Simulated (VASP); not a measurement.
# TiCo (Pm-3m) in VASP: notebook, part 2 of 2

VASP 6.6.1. The steps go on from the part before.

## 4. Relaxation of cell and atoms, RPBE, collinear spin, ferromagnetic start

File INCAR:

```
PREC = Accurate
ENCUT = 600
EDIFF = 1E-7
ISMEAR = 0
SIGMA = 0.1
LREAL = F
LASPH = T
NELM = 120
ALGO = Normal
ISIF = 3
LWAVE = F
LCHARG = F
ISPIN = 2
MAGMOM = 0 2
LORBIT = 11
LMAXMIX = 4
GGA = RP
IBRION = 2
NSW = 90
EDIFFG = -0.005
```

File KPOINTS:

```
regular mesh
0
Gamma
  14 14 14
```

File POSCAR:

```
TiCo
1.0
    2.9861109900      0.0000000000      0.0000000000
    0.0000000000      2.9861109900      0.0000000000
    0.0000000000      0.0000000000      2.9861109900
Ti Co
1 1
Direct
    0.0000000000      0.0000000000      0.0000000000
    0.5000000000      0.5000000000      0.5000000000
```

Potentials or basis: VASP PAW PBE potentials, release 64 (Ti_sv, Co).

Launch:

```
cat potpaw_PBE.64/Ti_sv/POTCAR potpaw_PBE.64/Co/POTCAR > POTCAR
mpirun -np 1 vasp_std > vasp.out
```

It took 5.1 min on 1 thread of Intel Xeon Platinum 8259CL at 2.50GHz (Skylake/Cascade Lake), shared host; peak memory 0.23 GiB.

Results (log left out):

```
Free energy                                           : -14.7283 eV
Relaxed volume                                        : 13.65 Å³/atom
Relaxed cell                                          : a = 3.011 Å, b = 3.011 Å, c = 3.011 Å, α = 90.00°, β = 90.00°, γ = 90.00°
Space group after relaxing (to 0.05 Å)                : Pm-3m (No. 221)
Energy gained by relaxing                             : 4.1 meV/atom
Ionic steps                                           : 3
Pressure after relaxing                               : 0.0 GPa
Band gap on the k mesh                                : none (metal or under the smearing width)
Net moment                                            : 0.90 μB per cell
Site moments                                          : Ti -0.07; Co +1.04 μB
Valence electrons inside the program's atomic spheres : Ti 10.24; Co 8.24
```

Step by step:
| step | energy change (eV) | largest force (eV/Å) | pressure (GPa) | volume (Å³) |
| --- | --- | --- | --- | --- |
| 1 | 0.0000 | 0.0000 | 3.97 | 26.63 |
| 2 | -0.0018 | 0.0000 | -3.20 | 27.92 |
| 3 | -0.0082 | 0.0000 | 0.00 | 27.30 |

Final structure:
```xyz
2
Lattice="3.0112 0.0000 0.0000 0.0000 3.0112 0.0000 0.0000 0.0000 3.0112" Properties=species:S:1:pos:R:3 pbc="T T T"
Ti    0.0000    0.0000    0.0000
Co    1.5056    1.5056    1.5056
```

Levels at points of the mesh, in eV from the Fermi level:
Spin up:
```
           k point  band 9  band 10  band 11  band 12  band 13  band 14
(0.00, 0.00, 0.00)   -1.87    -1.87     0.47     0.47     2.61     2.61
(0.50, 0.00, 0.00)   -1.99    -1.54    -0.71    -0.58     0.70     0.70
(0.50, 0.50, 0.00)   -1.59    -0.83     0.61     0.61     1.09     2.37
(0.50, 0.50, 0.50)   -1.97    -1.97    -1.57    -1.57     3.15     3.15
```
Spin down:
```csv
k point,band 8,band 9,band 10,band 11,band 12,band 13
"(0.00, 0.00, 0.00)",-1.25,-1.25,-1.25,1.07,1.07,2.68
"(0.50, 0.00, 0.00)",-1.33,-1.33,-0.83,-0.76,0.67,0.67
"(0.50, 0.50, 0.00)",-2.19,0.13,0.39,0.54,0.54,1.24
"(0.50, 0.50, 0.50)",-2.01,-2.01,-2.01,0.16,0.16,3.04
```

Caveat: the PAW data sets were made with another functional, which shifts forces and pressure a little.

## 5. Relaxation of cell and atoms, PBEsol

INCAR: that of step 4 with these lines changed.

```diff
@@ -12,7 +12,3 @@
 LCHARG = F
-ISPIN = 2
-MAGMOM = 0 2
-LORBIT = 11
-LMAXMIX = 4
-GGA = RP
+GGA = PS
 IBRION = 2
```

KPOINTS is that of step 4.

POSCAR is that of step 4.

Launch:

```
cat potpaw_PBE.64/Ti_sv/POTCAR potpaw_PBE.64/Co/POTCAR > POTCAR
mpirun -np 1 vasp_std > vasp.out
```

Run time: 2.4 min. Hardware: 1 thread of Intel Xeon Platinum 8259CL at 2.50GHz (Skylake/Cascade Lake), shared host; peak memory 0.19 GiB.

It converged, with:

| Item | Value |
| --- | --- |
| Free energy | -16.8982 eV |
| Relaxed volume | 12.57 Å³/atom |
| Relaxed cell | a = 2.930 Å, b = 2.930 Å, c = 2.930 Å, α = 90.00°, β = 90.00°, γ = 90.00° |
| Space group after relaxing (to 0.05 Å) | Pm-3m (No. 221) |
| Energy gained by relaxing | 23.7 meV/atom |
| Ionic steps | 4 |
| Pressure after relaxing | 0.0 GPa |
| Band gap on the k mesh | none (metal or under the smearing width) |

Step by step:
| step | energy change (eV) | largest force (eV/Å) | pressure (GPa) | volume (Å³) |
| --- | --- | --- | --- | --- |
| 1 | 0.0000 | 0.0000 | -9.80 | 26.63 |
| 2 | 0.0173 | 0.0000 | 14.09 | 23.61 |
| 3 | -0.0473 | 0.0000 | -0.09 | 25.18 |
| 4 | -0.0473 | 0.0000 | 0.04 | 25.15 |

Final structure:
```cif
data_structure
_symmetry_space_group_name_H-M 'P 1'
_symmetry_Int_Tables_number 1
_cell_length_a 2.9298
_cell_length_b 2.9298
_cell_length_c 2.9298
_cell_angle_alpha 90.000
_cell_angle_beta 90.000
_cell_angle_gamma 90.000
_cell_volume 25.15
loop_
_atom_site_label
_atom_site_type_symbol
_atom_site_fract_x
_atom_site_fract_y
_atom_site_fract_z
_atom_site_occupancy
Ti1 Ti 0.00000 0.00000 0.00000 1
Co1 Co 0.50000 0.50000 0.50000 1
```

Levels at points of the mesh, in eV from the Fermi level:
```
           k point  band 7  band 8  band 9  band 10  band 11  band 12  band 13  band 14
(0.00, 0.00, 0.00)   -4.07   -1.55   -1.55    -1.55     0.82     0.82     2.93     2.93
(0.50, 0.00, 0.00)   -2.56   -1.63   -1.63    -1.10    -0.90     0.15     0.67     0.67
(0.50, 0.50, 0.00)   -2.58   -2.58   -0.64    -0.15     0.73     0.73     1.31     2.78
(0.50, 0.50, 0.50)   -2.55   -2.26   -2.26    -2.26    -0.61    -0.61     3.37     3.37
```

Caveat: the PAW data sets were made with another functional, which shifts forces and pressure a little. Spin polarisation is off, so any magnetic state and its effect on volume and gap are missing.

## 6. Summary

```csv
task,level,potentials or basis,spin,cell,cutoff (eV),gap on the mesh (eV),pressure (GPa),moment (μB),relaxed volume (Å³/atom)
single point,PBEsol,"VASP PAW PBE potentials, release 64 (Ti_sv, Co)","collinear, ferromagnetic start",as given,520,none,-8.2,0.77,-
relaxation of cell and atoms,PBEsol,"VASP PAW PBE potentials, release 64 (Ti, Co)","collinear, ferromagnetic start",relaxed,580,none,0.0,0.58,12.61
relaxation of cell and atoms,RPBE,"VASP PAW PBE potentials, release 64 (Ti_sv, Co)","collinear, ferromagnetic start",relaxed,600,none,0.0,0.90,13.65
relaxation of cell and atoms,PBEsol,"VASP PAW PBE potentials, release 64 (Ti_sv, Co)",off,relaxed,600,none,0.0,-,12.57
```

Alike in all rows: k mesh 14 × 14 × 14; smearing gaussian 0.1 eV.

Caveats: the PAW data sets were made with another functional, which shifts forces and pressure a little.

Total energies depend on the potentials used, so only differences within one code and one set of settings carry meaning.
